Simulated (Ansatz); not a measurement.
## Zone-centre modes in Pt

Theory: DFT PBE, scalar-relativistic, plane waves, PAW in Ansatz 0.2.0. Cutoff 420 eV, Γ-centred 24×24×24 k-points, Gaussian smearing of 0.15 eV. Spin–orbit coupling is left out, which can shift energies with elements as heavy as these. No spin polarisation.

The starting cell (relaxed at this level):

```xyz
2
Lattice="0.0000 -1.9851 -1.9851 -1.9851 0.0000 -1.9851 1.9851 1.9851 -3.9701" Properties=species:S:1:pos:R:3 pbc="T T T"
Pt    0.0000    0.0000   -3.9701
Pt    0.0000    0.0000    0.0000
```

Harmonic modes by finite displacements of 0.02 Å, without the LO–TO term. The cell doubles the primitive one, so its zone centre also holds the primitive cell's point q = (0, 0, 1/2).

(1) At this geometry, is the structure stable against these modes?

(2) List the wavenumbers in cm⁻¹.

Answers

(1) Yes: no mode is imaginary beyond 10 cm⁻¹, and only the three translations lie near zero.

(2) 0, 0, 0, 90, 90, 185.

Cost: 1 run of about 3.2 core-minutes, on Intel Xeon Processor @ 2.70GHz (shared hosts).